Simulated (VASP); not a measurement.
# SnTe (Fm-3m) in VASP: further runs

Runs on SnTe. Level: PBE. Tasks: single point.

Everything below comes from runs of VASP 6.6.1. Logs are shortened: lines on timing, memory, paths and dates and some standing lists are left out, and cuts for length are marked.

**Experimental background.**

A printed reference work, textbook reports, for a bulk crystal of SnTe at 300 K: band gap 0.18 eV (direct).

How close the calculation comes is told below.

**1. The cell of the first run**

It takes space group Fm-3m (No. 225, cubic). Conventional cell: a = 6.385 Å, b = 6.385 Å, c = 6.385 Å, α = 90.00°, β = 90.00°, γ = 90.00°. Sn (site symmetry m-3m) has 6 Te at 3.19 Å within 4.2 Å. Within 4.2 Å of Te (site symmetry m-3m) lie 6 Sn at 3.19 Å.

**2. Single point, PBE**

Input file INCAR:

```
SYSTEM = SnTe
PREC = Accurate ; ENCUT = 500
EDIFF = 1E-6 ; ISMEAR = 0
SIGMA = 0.01 ; LREAL = .False.
LASPH = .True. ; NELM = 120
ALGO = Normal ; ISIF = 2
LWAVE = .False. ; LCHARG = .False.
GGA = PE ; NBANDS = 17
GGA_COMPAT = .False.
```

Input file KPOINTS:

```
Automatic mesh
0
Gamma
  6 6 6
  0 0 0
```

Input file POSCAR:

```
SnTe
1.0
    0.0000000000      3.1923133075      3.1923133075
    3.1923133075      0.0000000000      3.1923133075
    3.1923133075      3.1923133075      0.0000000000
Sn Te
1 1
Direct
    0.0000000000      0.0000000000      0.0000000000
    0.5000000000      0.5000000000      0.5000000000
```

Potentials or basis: VASP PAW PBE potentials, release 64 (Sn_d, Te).

Command:

```console
> cat potpaw_PBE.64/Sn_d/POTCAR potpaw_PBE.64/Te/POTCAR > POTCAR
> mpirun -np 1 vasp_std > vasp.out
```

OUTCAR:

```text
SYSTEM = SnTe
   PREC = Accurate
   ENCUT = 500
   EDIFF = 1E-6
   ISMEAR = 0
   LREAL = .False.
   LASPH = .True.
   NELM = 120
   ISIF = 2
   GGA = PE

 ion  position               nearest neighbor table
   1  0.000  0.000  0.000-   2 3.19   2 3.19   2 3.19   2 3.19   2 3.19   2 3.19
   2  0.500  0.500  0.500-   1 3.19   1 3.19   1 3.19   1 3.19   1 3.19   1 3.19

  LATTYP: Found a face centered cubic cell.
 ALAT       =     6.3846266150

  Lattice vectors:

 A1 = (   0.0000000000,   3.1923133075,   3.1923133075)
 A2 = (   3.1923133075,   0.0000000000,   3.1923133075)
 A3 = (   3.1923133075,   3.1923133075,   0.0000000000)

Analysis of symmetry for initial positions (statically):
=====================================================================
 Subroutine PRICEL returns:
 Original cell was already a primitive cell.

 Routine SETGRP: Setting up the symmetry group for a
 face centered cubic supercell.

 Subroutine GETGRP returns: Found 48 space group operations
 (whereof 48 operations were pure point group operations)
 out of a pool of 48 trial point group operations.

The static configuration has the point symmetry O_h .

Analysis of symmetry for dynamics (positions and initial velocities):
=====================================================================
 Subroutine PRICEL returns:
 Original cell was already a primitive cell.

 Routine SETGRP: Setting up the symmetry group for a
 face centered cubic supercell.

 Subroutine GETGRP returns: Found 48 space group operations
 (whereof 48 operations were pure point group operations)
 out of a pool of 48 trial point group operations.

The dynamic configuration has the point symmetry O_h .

 Subroutine INISYM returns: Found 48 space group operations
 (whereof 48 operations are pure point group operations),
 and found     1 'primitive' translations

----------------------------------------------------------------------------------------

                                     Primitive cell

  volume of cell :      65.0649

  direct lattice vectors                    reciprocal lattice vectors
     0.000000000  3.192313308  3.192313308    -0.156626231  0.156626231  0.156626231
     3.192313308  0.000000000  3.192313308     0.156626231 -0.156626231  0.156626231
     3.192313308  3.192313308  0.000000000     0.156626231  0.156626231 -0.156626231

  length of vectors
     4.514612775  4.514612775  4.514612775     0.271284589  0.271284589  0.271284589

  position of ions in fractional coordinates (direct lattice)
     0.000000000  0.000000000  0.000000000
     0.500000000  0.500000000  0.500000000

  ion indices of the primitive-cell ions
   primitive index   ion index
                 1           1
                 2           2

----------------------------------------------------------------------------------------

 KPOINTS: Automatic mesh

Automatic generation of k-mesh.
 Grid dimensions read from file:
 generate k-points for:    6    6    6

 Generating k-lattice:

  Cartesian coordinates                     Fractional coordinates (reciprocal lattice)
    -0.026104372  0.026104372  0.026104372     0.166666667  0.000000000  0.000000000
     0.026104372 -0.026104372  0.026104372     0.000000000  0.166666667  0.000000000
     0.026104372  0.026104372 -0.026104372     0.000000000  0.000000000  0.166666667

  Length of vectors
     0.045214098  0.045214098  0.045214098

  Shift w.r.t. Gamma in fractional coordinates (k-lattice)
     0.000000000  0.000000000  0.000000000

 Subroutine IBZKPT returns following result:
 ===========================================

 Found     16 irreducible k-points:

 Following reciprocal coordinates:
            Coordinates               Weight
  0.000000  0.000000  0.000000      1.000000
  0.166667  0.000000  0.000000      8.000000
  0.333333  0.000000  0.000000      8.000000
  0.500000  0.000000  0.000000      4.000000
  0.166667  0.166667  0.000000      6.000000
  0.333333  0.166667  0.000000     24.000000
[... 8 lines left out ...]
 -0.333333  0.333333  0.166667     24.000000
 -0.333333  0.500000  0.166667     12.000000
   k-points           NKPTS =     16   k-points in BZ     NKDIM =     16   number of bands    NBANDS=     17
   number of dos      NEDOS =    301   number of ions     NIONS =      2
   total plane-waves  NPLWV =  46656
   dimension x,y,z NGX =    36 NGY =   36 NGZ =   36
   dimension x,y,z NGXF=    72 NGYF=   72 NGZF=   72
   ions per type =               1   1
   NGX,Y,Z   is equivalent  to a cutoff of  13.26, 13.26, 13.26 a.u.
   NGXF,Y,Z  is equivalent  to a cutoff of  26.51, 26.51, 26.51 a.u.
 SYSTEM =  SnTe
   PREC   = accura    normal or accurate (medium, high low for compatibility)
   ISTART =      0    job   : 0-new  1-cont  2-samecut
   ICHARG =      2    charge: 1-file 2-atom 10-const
   ISPIN  =      1    spin polarized calculation?
   LNONCOLLINEAR =      F non collinear calculations
   LSORBIT =      F    spin-orbit coupling
   LASPH  =      T    aspherical Exc in radial PAW
   ENCUT  =  500.0 eV  36.75 Ry    6.06 a.u.   8.23  8.23  8.23*2*pi/ulx,y,z
   NELM   =    120;   NELMIN=  2; NELMDL= -5     # of ELM steps
   EDIFF  = 0.1E-05   stopping-criterion for ELM
   LREAL  =      F    real-space projection
   EDIFFG = 0.1E-04   stopping-criterion for IOM
   NSW    =      0    number of steps for IOM
   IBRION =     -1    ionic relax: 0-MD 1-quasi-New 2-CG
   NFREE  =      0    steps in history (QN), initial steepest desc. (CG)
   ISIF   =      2    stress and relaxation
   ISYM   =      2    0-nonsym 1-usesym 2-fastsym
   POTIM  = 0.5000    time-step for ionic-motion
   TEBEG  =    0.0;   TEEND  =   0.0 temperature during run
   PSTRESS=    0.0 pullay stress
   NELECT =      20.0000    total number of electrons
   NUPDOWN=      -1.0000    fix difference up-down
   EMIN   =  10.00;   EMAX   =-10.00  energy-range for DOS
   EFERMI =   0.00;   METHOD = LEGACY
   ISMEAR =     0;   SIGMA  =   0.01  broadening in eV -4-tet -1-fermi 0-gaus
   EFERMI_NEDOS =   21; number of points for ismear=-14 and -15
   IALGO  =     38    algorithm
   IMIX   =      4    mixing-type and parameters
     AMIX     =   0.40;   BMIX     =  1.00
     AMIX_MAG =   1.60;   BMIX_MAG =  1.00
  volume/ion in A,a.u.               =      32.53       219.54
  Fermi-wavevector in a.u.,A,eV,Ry     =   1.104848  2.087861 16.608493  1.220690
  Thomas-Fermi vector in A             =   2.241327
   LORBIT       =      0    0 simple, 1 ext, 2 COOP (PROOUT), +10 PAW based schemes
   GGA     = PE    functional components
   LHFCALC =     F    Hartree Fock is set to
   AEXX    =    0.0000 exact exchange contribution
   IVDW    =     0    specifies the selected vdW correction
   LEPSILON=     F    determine dielectric tensor
   LRPA    =     F    only Hartree local field effects (RPA)
 non-spin polarized calculation
 Gauss-broadening in eV      SIGMA  =   0.01
  energy-cutoff  :      500.00
  volume of cell :       65.06
 maximum number of plane-waves:      1676
 NGX is ok and might be reduce to    36
   NGX = 17   NGY = 17   NGZ = 17

 number of electron      20.0000003 magnetization

 Free energy of the ion-electron system (eV)
  ---------------------------------------------------
  ext. energy  EPLUGINS =         0.00000000
  ---------------------------------------------------
  free energy    TOTEN  =        -7.56269336 eV

  energy without entropy =       -7.56259311  energy(sigma->0) =       -7.56264324

 E-fermi :   6.5019     XC(G=0):  -9.3203

 val. band max:        6.4932867876   @ k =   0.5000   0.0000   0.0000
 cond. band min:       6.5104271808   @ k =   0.5000   0.0000   0.0000
 fundamental gap:      0.0171403932
 Fermi energy:         6.5018569843

 k-point     1 :       0.0000    0.0000    0.0000
  band No.  band energies     occupation
      1     -15.4215      2.00000
      2     -15.4215      2.00000
      3     -15.4177      2.00000
      4     -15.4177      2.00000
      5     -15.4177      2.00000
      6      -6.0425      2.00000
[... 9 lines left out ...]
     16      11.2956      0.00000
     17      13.3040      0.00000

 k-point     2 :       0.1667    0.0000    0.0000
  band No.  band energies     occupation
      1     -15.4224      2.00000
      2     -15.4224      2.00000
      3     -15.4173      2.00000
      4     -15.4164      2.00000
      5     -15.4164      2.00000
      6      -5.8250      2.00000
[... 9 lines left out ...]
     16      11.8355      0.00000
     17      14.7934      0.00000

 k-point     3 :       0.3333    0.0000    0.0000
  band No.  band energies     occupation
      1     -15.4246      2.00000
      2     -15.4246      2.00000
      3     -15.4166      2.00000
      4     -15.4133      2.00000
      5     -15.4133      2.00000
      6      -5.2645      2.00000
[... 9 lines left out ...]
     16      13.3140      0.00000
     17      16.9301      0.00000

 k-point     4 :       0.5000    0.0000    0.0000
  band No.  band energies     occupation
      1     -15.4258      2.00000
      2     -15.4258      2.00000
      3     -15.4163      2.00000
      4     -15.4117      2.00000
      5     -15.4117      2.00000
      6      -4.8575      2.00000
[... 9 lines left out ...]
     16      15.2782      0.00000
     17      15.2782      0.00000

 k-point     5 :       0.1667    0.1667    0.0000
  band No.  band energies     occupation
      1     -15.4245      2.00000
      2     -15.4205      2.00000
      3     -15.4185      2.00000
      4     -15.4155      2.00000
      5     -15.4155      2.00000
      6      -5.7544      2.00000
[... 9 lines left out ...]
     16      12.6689      0.00000
     17      13.6165      0.00000

 k-point     6 :       0.3333    0.1667    0.0000
  band No.  band energies     occupation
      1     -15.4272      2.00000
      2     -15.4213      2.00000
      3     -15.4180      2.00000
      4     -15.4135      2.00000
      5     -15.4127      2.00000
      6      -5.3101      2.00000
[... 9 lines left out ...]
     16      14.1307      0.00000
     17      15.4192      0.00000

 k-point     7 :       0.5000    0.1667    0.0000
  band No.  band energies     occupation
      1     -15.4278      2.00000
      2     -15.4235      2.00000
      3     -15.4161      2.00000
      4     -15.4126      2.00000
      5     -15.4111      2.00000
      6      -4.8043      2.00000
[... 9 lines left out ...]
     16      15.3725      0.00000
     17      15.8284      0.00000

 k-point     8 :      -0.3333    0.1667    0.0000
  band No.  band energies     occupation
      1     -15.4259      2.00000
      2     -15.4247      2.00000
      3     -15.4155      2.00000
      4     -15.4127      2.00000
      5     -15.4126      2.00000
      6      -4.9376      2.00000
[... 9 lines left out ...]
     16      14.5380      0.00000
     17      16.1891      0.00000

 k-point     9 :      -0.1667    0.1667    0.0000
  band No.  band energies     occupation
      1     -15.4241      2.00000
      2     -15.4231      2.00000
      3     -15.4168      2.00000
      4     -15.4153      2.00000
      5     -15.4138      2.00000
      6      -5.4904      2.00000
[... 9 lines left out ...]
     16      13.8852      0.00000
     17      14.2312      0.00000

 k-point    10 :       0.3333    0.3333    0.0000
  band No.  band energies     occupation
      1     -15.4315      2.00000
      2     -15.4200      2.00000
      3     -15.4185      2.00000
      4     -15.4110      2.00000
      5     -15.4110      2.00000
      6      -5.0456      2.00000
[... 9 lines left out ...]
     16      15.3086      0.00000
     17      15.6573      0.00000

 k-point    11 :       0.5000    0.3333    0.0000
  band No.  band energies     occupation
      1     -15.4327      2.00000
      2     -15.4193      2.00000
      3     -15.4191      2.00000
      4     -15.4102      2.00000
      5     -15.4096      2.00000
      6      -4.6722      2.00000
[... 9 lines left out ...]
     16      15.9548      0.00000
     17      16.4498      0.00000

 k-point    12 :      -0.3333    0.3333    0.0000
  band No.  band energies     occupation
      1     -15.4298      2.00000
      2     -15.4222      2.00000
      3     -15.4157      2.00000
      4     -15.4123      2.00000
      5     -15.4108      2.00000
      6      -4.6049      2.00000
[... 9 lines left out ...]
     16      14.1386      0.00000
     17      16.2975      0.00000

 k-point    13 :       0.5000    0.5000    0.0000
  band No.  band energies     occupation
      1     -15.4354      2.00000
      2     -15.4208      2.00000
      3     -15.4175      2.00000
      4     -15.4086      2.00000
      5     -15.4086      2.00000
      6      -4.5912      2.00000
[... 9 lines left out ...]
     16      16.9326      0.00000
     17      17.2821      0.00000

 k-point    14 :       0.5000    0.3333    0.1667
  band No.  band energies     occupation
      1     -15.4292      2.00000
      2     -15.4216      2.00000
      3     -15.4174      2.00000
      4     -15.4122      2.00000
      5     -15.4111      2.00000
      6      -4.8779      2.00000
[... 9 lines left out ...]
     16      14.8133      0.00000
     17      15.4015      0.00000

 k-point    15 :      -0.3333    0.3333    0.1667
  band No.  band energies     occupation
      1     -15.4296      2.00000
      2     -15.4224      2.00000
      3     -15.4149      2.00000
      4     -15.4141      2.00000
      5     -15.4098      2.00000
      6      -4.6045      2.00000
[... 9 lines left out ...]
     16      16.2727      0.00000
     17      16.3723      0.00000

 k-point    16 :      -0.3333    0.5000    0.1667
  band No.  band energies     occupation
      1     -15.4323      2.00000
      2     -15.4202      2.00000
      3     -15.4179      2.00000
      4     -15.4117      2.00000
      5     -15.4086      2.00000
      6      -4.5310      2.00000
[... 9 lines left out ...]
     16      16.3869      0.00000
     17      17.6107      0.00000

------------------------ aborting loop because EDIFF is reached ----------------------------------------

  FORCE on cell =-STRESS in cart. coord.  units (eV):
  Direction    XX          YY          ZZ          XY          YZ          ZX
  --------------------------------------------------------------------------------------
  -------------------------------------------------------------------------------------
  Total        0.2250150      0.2250150      0.2250150      0.0000000      0.0000000     -0.0000000
  in kB        5.5408397      5.5408397      5.5408397      0.0000000      0.0000000     -0.0000000
  external PRESSURE =       5.5408397 kB  Pullay stress =       0.0000000 kB

 VOLUME and BASIS-vectors are now :
 -----------------------------------------------------------------------------
  energy-cutoff  :      500.00
  volume of cell :       65.06
      direct lattice vectors                 reciprocal lattice vectors
     0.000000000  3.192313308  3.192313308    -0.156626231  0.156626231  0.156626231
     3.192313308  0.000000000  3.192313308     0.156626231 -0.156626231  0.156626231
     3.192313308  3.192313308  0.000000000     0.156626231  0.156626231 -0.156626231

 POSITION                                       TOTAL-FORCE (eV/Angst)
 -----------------------------------------------------------------------------------
      0.00000      0.00000      0.00000        -0.000000      0.000000      0.000000
      3.19231      3.19231      3.19231         0.000000     -0.000000     -0.000000
 -----------------------------------------------------------------------------------
    total drift:                               -0.000000      0.000000      0.000000

  FREE ENERGIE OF THE ION-ELECTRON SYSTEM (eV)
  ---------------------------------------------------
  free  energy   TOTEN  =        -7.5626933633 eV

  energy  without entropy=       -7.5625931145  energy(sigma->0) =       -7.56264324
```

It took 16 s on 1 thread of Intel Xeon Platinum 8259CL at 2.50GHz (Skylake/Cascade Lake), shared host; peak memory 0.2 GiB.

What came out:

```yaml
Free_energy: -7.5627 eV
Pressure: 0.6 GPa
Band_gap_on_the_k_mesh: 0.02 eV
```

Levels at points of the mesh, in eV from the valence-band top:
```
           k point  band 8  band 9  band 10  band 11  band 12  band 13
(0.00, 0.00, 0.00)   -2.06   -2.06    -2.06     3.25     3.25     3.25
(0.50, 0.00, 0.00)   -1.73   -1.73     0.00     0.02     0.41     0.41
(0.50, 0.50, 0.00)   -5.32   -3.57    -3.57     2.31     4.72     4.72
```

Caveat: semilocal functionals underestimate gaps, and a narrow one can read as zero; spin-orbit coupling is left out, which moves the levels of the heavy elements.

(Continued in part 2 of 2.)
